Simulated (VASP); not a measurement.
Ru: relaxation of cell and atoms with SCAN+rVV10

Crystal: Ru.

```
Ru
1.0
     2.70580    0.00000    0.00000
    -1.35290    2.34329    0.00000
     0.00000    0.00000    4.28190
Ru
2
Direct
  0.66667 0.33333 0.75000
  0.33333 0.66667 0.25000
```

```json
{
  "Program": "VASP 6.6.1",
  "Task": "relaxation of cell and atoms",
  "Functional": "SCAN",
  "Dispersion": "rVV10",
  "Potentials or basis": "VASP PAW PBE potentials, release 64 (Ru_pv)",
  "Cutoff": "600 eV",
  "k mesh": "11 × 11 × 6",
  "Occupations": "fermi-dirac, width 0.05 eV",
  "Spin": "no spin polarisation",
  "Further INCAR settings": "ALGO = Normal; EDIFF = 1e-07; IBRION = 2; EDIFFG = -0.005; NSW = 60; ISIF = 3"
}
```

```json
{
  "Relaxed volume": "13.32 Å³/atom",
  "Relaxed cell": "a = 2.692 Å, b = 2.692 Å, c = 4.246 Å, α = 90.00°, β = 90.00°, γ = 120.00°",
  "Space group after relaxing (to 0.05 Å)": "P6_3/mmc (No. 194)",
  "Energy gained by relaxing": "6.3 meV/atom",
  "Ionic steps": "10",
  "Pressure after relaxing": "0.0 GPa",
  "Band gap on the k mesh": "none (metal or under the smearing width)"
}
```

Step by step:
| step | energy change (eV) | largest force (eV/Å) | pressure (GPa) | volume (Å³) |
| --- | --- | --- | --- | --- |
| 1 | 0.0000 | 0.0000 | -6.44 | 27.15 |
| 2 | 0.1028 | 0.0000 | 25.62 | 25.06 |
| 3 | -0.0126 | 0.0000 | 0.51 | 26.61 |
| 4 | -0.0125 | 0.0000 | 0.03 | 26.64 |
| 5 | -0.0125 | 0.0000 | 0.17 | 26.63 |
| 6 | -0.0125 | 0.0000 | 0.10 | 26.64 |
| 7 | -0.0125 | 0.0000 | 0.14 | 26.64 |
| 8 | -0.0125 | 0.0000 | 0.13 | 26.64 |
| 9 | -0.0124 | 0.0000 | -0.30 | 26.67 |
| 10 | -0.0125 | 0.0000 | 0.00 | 26.65 |

Final structure:
```
Ru
1.0
     2.69201    0.00000    0.00000
    -1.34600    2.33135    0.00000
     0.00000    0.00000    4.24611
Ru
2
Direct
  0.66667 0.33333 0.75000
  0.33333 0.66667 0.25000
```

Levels at points of the mesh, in eV from the Fermi level:
```
           k point  band 10  band 11  band 12  band 13  band 14  band 15  band 16  band 17  band 18
(0.00, 0.00, 0.00)    -2.72    -2.50    -1.99    -1.99    -1.47    -1.47     1.25     1.39     1.39
(0.00, 0.00, 0.50)    -2.92    -2.92    -2.92    -2.90    -2.90     0.69     0.69     0.69     0.69
```

It took 17 min on 1 thread of Intel(R) Xeon(R) Platinum 8488C (Sapphire Rapids), on a shared host, peak memory 0.29 GiB.

Caveat: the PAW data sets were made with another functional, which shifts forces and pressure a little.
